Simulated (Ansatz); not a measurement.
An inverse problem

Cell vectors (Å):

```
 2.4589  0.0000  0.0000
-1.2294  2.1294  0.0000
 0.0000  0.0000  7.2476
```

```tsv
atom	a	b	c
X	0.0000	0.0000	0.0025
X	0.0000	0.0000	0.5025
X	0.3333	0.6667	0.0025
X	0.6667	0.3333	0.5025
```

Level of theory: PBEsol, all-electron LAPW in Ansatz 0.2.0, scalar-relativistic. k mesh 10×10×4, strains of ±0.005, fixed occupations.

Elastic constants of a crystal by Kohn-Sham DFT: slopes of the stress over finite engineering strains of the given cell, Voigt indices, Cartesian axes as in the cell vectors.

```tsv
index	elastic (GPa)
11	987.6
12	179.8
13	-1.1
33	9.5
44	2.1
```

Task: All X atoms are one element. Which one was computed?

Result: C; the crystal is C (P6_3/mmc, a database entry that needn't be its stable phase).

Limits of these numbers: no dispersion correction, so the spacing and stiffness between layers or molecules are poor.
